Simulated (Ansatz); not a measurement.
# From the elastic tensor of Si at 18 GPa (stress–strain coefficients) to moduli and sound speeds

The calculation used DFT PBEsol, scalar-relativistic, plane waves, PAW in Ansatz. Plane waves to 420 eV; Γ-centred k mesh 12×12×12; Gaussian smearing of 0.01 eV. No spin polarisation.

The structure is cubic, space group Fd-3m (No. 227). Conventional cell: a = 5.181 Å, b = 5.181 Å, c = 5.181 Å, α = 90.00°, β = 90.00°, γ = 90.00°. Si (site symmetry -43m) is surrounded by 4 Si at 2.24 Å.

The real crystal has changed phase below this pressure. The bands were filled as in an insulator; under compression the gap may have closed between mesh points.

Relaxed-ion constants (GPa, on the Cartesian axes of the calculation):
```
221.3 133.4 133.4   0.0   0.0   0.0
133.4 221.3 133.4   0.0   0.0   0.0
133.4 133.4 221.3   0.0   0.0   0.0
  0.0   0.0   0.0  74.5   0.0   0.0
  0.0   0.0   0.0   0.0  74.5   0.0
  0.0   0.0   0.0   0.0   0.0  74.5
```

Density 2.682 g/cm³; 2 atoms in 34.77 Å³.

The values that follow are for a polycrystal of randomly turned grains, by Hill's mean where one number stands.

With S = C⁻¹: B_V = (C11+C22+C33+2(C12+C13+C23))/9, G_V = (C11+C22+C33−C12−C13−C23+3(C44+C55+C66))/15, 1/B_R = S11+S22+S33+2(S12+S13+S23), 15/G_R = 4(S11+S22+S33−S12−S13−S23)+3(S44+S55+S66); Hill is their mean. Then v_l = √((B+4G/3)/ρ), v_t = √(G/ρ), v_m = [(2/v_t³+1/v_l³)/3]^(−1/3) and Θ = (ħ/k_B)·v_m·(6π²n/V)^(1/3) for n atoms in the volume V; E = 9BG/(3B+G), ν = (3B−2G)/(2(3B+G)) and A^U = 5G_V/G_R + B_V/B_R − 6.

```json
{
 "Bulk modulus, Voigt / Reuss / Hill": "162.7 / 162.7 / 162.7 GPa",
 "Shear modulus, Voigt / Reuss / Hill": "62.3 / 58.3 / 60.3 GPa",
 "Young's modulus": "161 GPa",
 "Poisson ratio": "0.335",
 "Pugh ratio B/G": "2.70",
 "Universal anisotropy index": "0.34",
 "Longitudinal and transverse sound speeds": "9519 and 4740 m/s",
 "Debye temperature from the mean sound speed": "611 K"
}
```

Cost: 1 run of about 0.69 core-minutes, on Intel Xeon 6975P-C (Granite Rapids) (shared hosts).

Compressed diamond-type silicon resists a change of volume far more strongly than a change of shape, with a bulk modulus of 162.7 GPa against a shear modulus of 60.3 GPa. Compared with the familiar ambient crystal, the bulk modulus is markedly higher while the shear stiffness is somewhat lower. Shortened bonds meet steeply rising repulsion, whereas shear in this open network is resisted largely by the bending of directional sp³ bonds, which gains little from compression. The softer shear is the tetragonal one, governed by C11 − C12, and this is the type of strain that leads from diamond towards β-tin. It nevertheless remains positive, as do the other cubic stability combinations, so the lattice is elastically metastable and the transition needs no prior elastic collapse. The Pugh ratio of 2.70 should not be read as ductility: pressure itself raises B/G, while dislocation motion still requires directional covalent bonds to be broken. Stability against short-wavelength phonons, notably the transverse acoustic modes at the zone boundary, doesn't follow from these constants.
